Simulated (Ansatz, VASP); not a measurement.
One calculation of CdSe, two programs

```
CELL_PARAMETERS angstrom
0.00000 2.81529 2.81529
2.81529 0.00000 2.81529
2.81529 2.81529 0.00000
ATOMIC_POSITIONS crystal
Cd 0.00000 0.00000 0.00000
Se 0.50000 0.50000 0.50000
```

Change from the starting cell: volume scaled by 0.94.

Alike in both runs: task single point; functional PBE; k mesh 8 × 8 × 8; occupations fermi-dirac, width 0.05 eV; no spin polarisation.

|  | VASP | Ansatz |
| --- | --- | --- |
| version | VASP 6.6.1 | Ansatz 0.2.0 |
| potentials or method | VASP PAW PBE potentials, release 64 (Cd, Se) | Ansatz PAW |
| plane-wave cutoff (eV) | 520 | 420 |
| valence electrons in the cell | 18 | 36 |

```csv
,VASP,Ansatz,Ansatz less VASP
gap on the k mesh at the Fermi level (eV),none,none,-
pressure (GPa),4.3,3.9,-0.43
```

A gap of «none» marks a metal or a gap that the smearing closes. The two sets of potentials don't hold the same shells in valence.
